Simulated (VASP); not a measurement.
These are PBEsol GGA, VASP's PBE PAW potentials (set 64) (plane waves; VASP) values and carry that method's errors.

A VASP calculation is set up with these files.

### INCAR
```
SYSTEM = CsCl
PREC = Accurate; ENCUT = 480; LREAL = F
LASPH = T
EDIFF = 1E-7; NELM = 100; ALGO = Normal
LMAXMIX = 4
ISMEAR = 0; SIGMA = 0.05
GGA = PS
ISIF = 2
LWAVE = F; LCHARG = F
```

POSCAR:
```
CsCl
1
    4.0730141028     0.0000000000     0.0000000000
    0.0000000000     4.0730141028     0.0000000000
    0.0000000000     0.0000000000     4.0730141028
Cs Cl
1 1
Direct
  0.0000000000   0.0000000000   0.0000000000
  0.5000000000   0.5000000000   0.5000000000
```

KPOINTS:
```
Automatic
0
gamma
6 6 6
0 0 0
```

POTCAR, in this order: Cs_sv Cl (PBE.64 set). Program: vasp_std.

What VASP printed:

File OUTCAR:
```
 ion  position               nearest neighbor table
   1  0.000  0.000  0.000-
   2  0.500  0.500  0.500-
  LATTYP: Found a simple cubic cell.
 ALAT       =     4.0730141028
 Subroutine PRICEL returns:
 Original cell was already a primitive cell.
 Subroutine GETGRP returns: Found 48 space group operations
The static configuration has the point symmetry O_h .
The dynamic configuration has the point symmetry O_h .
 Subroutine INISYM returns: Found 48 space group operations
 Subroutine IBZKPT returns following result:
 Found     20 irreducible k-points:

 Following reciprocal coordinates:
            Coordinates               Weight
  0.000000  0.000000  0.000000      1.000000
  0.166667  0.000000  0.000000      6.000000
  0.333333  0.000000  0.000000      6.000000
  0.500000  0.000000  0.000000      3.000000
  0.166667  0.166667  0.000000     12.000000
  0.333333  0.166667  0.000000     24.000000
  0.500000  0.166667  0.000000     12.000000
  0.333333  0.333333  0.000000     12.000000
  0.500000  0.333333  0.000000     12.000000
...
```

### OSZICAR
```
       N       E                     dE             d eps       ncg     rms          rms(c)
DAV:   1     0.973761556568E+02    0.97376E+02   -0.68260E+03   480   0.109E+03
DAV:   2    -0.317502378059E+00   -0.97694E+02   -0.90030E+02   748   0.186E+02
DAV:   3    -0.712349495400E+01   -0.68060E+01   -0.67747E+01   596   0.569E+01
DAV:   4    -0.719524405509E+01   -0.71749E-01   -0.71717E-01   564   0.712E+00
DAV:   5    -0.719623922106E+01   -0.99517E-03   -0.99512E-03   600   0.847E-01    0.214E+00
DAV:   6    -0.688626316290E+01    0.30998E+00   -0.52849E-01   540   0.429E+00    0.155E+00
DAV:   7    -0.684632204601E+01    0.39941E-01   -0.16519E-01   656   0.235E+00    0.883E-01
DAV:   8    -0.684489609465E+01    0.14260E-02   -0.12269E-02   556   0.837E-01    0.122E-01
DAV:   9    -0.684505466470E+01   -0.15857E-03   -0.23615E-03   620   0.326E-01    0.102E-01
DAV:  10    -0.684512349797E+01   -0.68833E-04   -0.18443E-04   564   0.114E-01    0.200E-02
DAV:  11    -0.684513537485E+01   -0.11877E-04   -0.35276E-05   600   0.406E-02    0.554E-03
DAV:  12    -0.684513498883E+01    0.38602E-06   -0.76178E-06   568   0.175E-02    0.210E-03
DAV:  13    -0.684513484764E+01    0.14119E-06   -0.37995E-07   576   0.456E-03    0.835E-04
DAV:  14    -0.684513488656E+01   -0.38922E-07   -0.17681E-07   464   0.248E-03
   1 F= -.68451349E+01 E0= -.68451349E+01  d E =-.180920E-13
```

OUTCAR:
```
------------------------ aborting loop because EDIFF is reached ----------------------------------------
  FORCE on cell =-STRESS in cart. coord.  units (eV):
  Direction    XX          YY          ZZ          XY          YZ          ZX
  --------------------------------------------------------------------------------------
  Total       -0.0102086     -0.0102086     -0.0102086      0.0000000      0.0000000      0.0000000
  in kB       -0.2420632     -0.2420632     -0.2420632      0.0000000      0.0000000      0.0000000
  external PRESSURE =      -0.2420632 kB  Pullay stress =       0.0000000 kB
  volume of cell :       67.57
      direct lattice vectors                 reciprocal lattice vectors
     4.073014103  0.000000000  0.000000000     0.245518423  0.000000000  0.000000000
     0.000000000  4.073014103  0.000000000     0.000000000  0.245518423  0.000000000
     0.000000000  0.000000000  4.073014103     0.000000000  0.000000000  0.245518423
 POSITION                                       TOTAL-FORCE (eV/Angst)
 -----------------------------------------------------------------------------------
      0.00000      0.00000      0.00000         0.000000      0.000000      0.000000
      2.03651      2.03651      2.03651         0.000000      0.000000      0.000000
 -----------------------------------------------------------------------------------
    total drift:                                0.000000      0.000000      0.000000
  FREE ENERGIE OF THE ION-ELECTRON SYSTEM (eV)
  ---------------------------------------------------
  free  energy   TOTEN  =        -6.8451348866 eV

  energy  without entropy=       -6.8451348866  energy(sigma->0) =       -6.84513489
```
(Selected blocks of OUTCAR.)

The compound is CsCl in the CsCl type structure. It was relaxed first.
